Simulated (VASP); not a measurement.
# BN: GW band gap, scheme by scheme

BN, P6_3mc (no. 186), 4 atoms in the cell. PBE, GW; PAW potentials N_GW, B_GW (PBE set).

| GW scheme | Iterations | Frequency points | Quasiparticle gap on the mesh (eV) | Gap of the starting point on the mesh (eV) | Quasiparticle gap at the zone centre (eV) | Starting gap at the zone centre (eV) | Correction of the gap between the band edges on the mesh (eV) | Time (s) |
|---|---|---|---|---|---|---|---|---|
| G0W0 low-scaling | 1 | 12 | 6.63 | 5.15 | 10.33 | 8.28 | 1.48 | 78 |
| G0W0 | 1 | 48 | 6.68 | 5.15 | 10.39 | 8.28 | 1.53 | 13 |
| evGW | 4 | 48 | 7.28 | 5.15 | 11.12 | 8.28 | 2.13 | 36 |
| QSGW | 5 | 48 | 7.64 | 5.15 | 11.52 | 8.28 | 2.49 | 74 |

Limits: the mesh is coarse: neither the gap nor the screening is converged.

## Input of the first row

INCAR.step1:
```
ALGO = Normal
EDIFF = 1E-8
ENCUT = 500
GGA = PE
ISMEAR = 0
KPAR = 2
LASPH = True
LCHARG = False
LREAL = False
LWAVE = True
NELM = 150
PREC = Accurate
SIGMA = 0.05
```

INCAR.step2, as INCAR.step1 but for:
```
- ALGO = Normal
- NELM = 150
+ ALGO = Exact
+ ISTART = 1
+ LOPTICS = True
+ NBANDS = 160
+ NELM = 1
```

INCAR.step3:
```
ALGO = G0W0R
ENCUT = 500
ENCUTGW = 200
GGA = PE
ISMEAR = 0
ISTART = 1
LASPH = True
LCHARG = False
LFOCKSTD = True
LREAL = False
LWAVE = False
MAXMEM = 1800
NBANDS = 160
NBANDSGW = 12
NOMEGA = 12
PREC = Accurate
PRECFOCK = Fast
SIGMA = 0.05
```

KPOINTS:
```
k-points
0
Gamma
  3 3 2
```

POSCAR:
```
BN
1.0
    2.5539396017      0.0000000000      0.0000000000
   -1.2769698009      2.2117765748      0.0000000000
    0.0000000000      0.0000000000      4.2268550000
N B
2 2
Direct
    0.3333333333      0.6666666667      0.1252760000
    0.6666666667      0.3333333333      0.6252760000
    0.3333333333      0.6666666667      0.4997240000
    0.6666666667      0.3333333333      0.9997240000
```

Commands (each step's output is kept before the next begins):
```
cat potpaw_PBE.64/N_GW/POTCAR potpaw_PBE.64/B_GW/POTCAR > POTCAR
cp INCAR.step1 INCAR
mpirun -np 4 vasp_std > vasp.out
cp INCAR.step2 INCAR
mpirun -np 4 vasp_std > vasp.out
cp INCAR.step3 INCAR
mpirun -np 4 vasp_std > vasp.out
```

Changes of the last row against the first:
```
(step 3)
- ALGO = G0W0R
- NBANDSGW = 12
- NOMEGA = 12
- MAXMEM = 1800
- LFOCKSTD = True
+ ALGO = QPGW
+ NBANDSGW = 18
+ NOMEGA = 48
+ NELMGW = 5
+ LOPTICS = True
+ LPEAD = True
+ KPAR = 2
```

VASP 6.6.1 took 78 s on 4 cores (AMD EPYC 7R13 (Zen 3)), a shared host.
